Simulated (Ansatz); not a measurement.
## A run on SiC

```yaml
crystal:
  lattice:
    - [1.5389, -2.6675, 0.0]
    - [1.5389, 2.6675, 0.0]
    - [0.0, 0.0, 15.1219]
  atoms:
    - { symbol: Si, position: [0.1673, 0.8327, 0.858], spin: 2.0 }
    - { symbol: Si, position: [0.8327, 0.1673, 0.358], spin: 1.0 }
    - { symbol: Si, position: [0.5007, 0.4993, 0.5241], spin: 1.0 }
    - { symbol: Si, position: [0.4993, 0.5007, 0.0241], spin: 1.0 }
    - { symbol: Si, position: [0.8357, 0.1643, 0.69124], spin: 3.0 }
    - { symbol: Si, position: [0.1643, 0.8357, 0.19124], spin: 3.0 }
    - { symbol: C, position: [0.496, 0.504, 0.6503], spin: 3.0 }
    - { symbol: C, position: [0.504, 0.496, 0.1503], spin: 3.0 }
    - { symbol: C, position: [0.16, 0.84, 0.9817], spin: 1.0 }
    - { symbol: C, position: [0.84, 0.16, 0.4817], spin: 2.0 }
    - { symbol: C, position: [0.829, 0.171, 0.8168], spin: 3.0 }
    - { symbol: C, position: [0.171, 0.829, 0.3168], spin: 1.0 }
kpoints:
  mp_grid: { grid: [16, 16, 3] }
scf:
  occupations: { method: fermi_dirac, width: 0.02 }
hamiltonian:
  xc: pbe
  pseudopotentials: { kind: nc, accuracy: standard }
output:
  forces: true
  stress: true
  populations: true
  efg: { contact_densities: true }
total_charge: 1
magnetization:
  spin_polarized: true
```

```sh
ansatz run input.yaml --threads 4 --pin off --max-ram 8192MiB --backend cpu --events-out ev --progress --plain --runs-dir out
```

(1) What happens when this input is run?

## Answers

(1) The program refused the input. The program says:

```
Error: output.efg without hamiltonian.pseudopotentials.kind: paw|paw_fr|all_electron or hamiltonian.pseudopotentials.kind: all_electron — the all-electron EFG reconstruction needs the PAW one-centre densities; drop the efg request, or set kind: paw (paw_fr under spin-orbit coupling) (under a functional that reads the kinetic-energy density, kind: paw is refused in some combinations and carries risks of its own in the rest: see hamiltonian.xc for the refusals and hamiltonian.pseudopotentials.kind for the risks, both in the input reference; kind: paw is refused beside gw.static_remainder)
```

Against a sound input the change was `total_charge`: not typed → 1; `magnetization`: not typed → {spin_polarized: true}; `hamiltonian.pseudopotentials`: {kind: paw} → {kind: nc, accuracy: standard}. The message points to `hamiltonian.pseudopotentials`.

With the sound settings the run converges and gives V_zz (10²¹ V/m²) Si1 0.78 (η 0.47), Si3 0.73 (η 0.87), Si5 0.99 (η 0.92), C7 0.29 (η 0.22), C9 0.11 (η 0.28), C11 0.075 (η 0.56); a site carries the number of its first atom in the input. At this cell the principal stresses reach 6 GPa in size with PBE, which can matter for small gradients. The largest force is 0.7 eV/Å, so the atoms aren't at the calculated equilibrium and relaxing them would move these values.
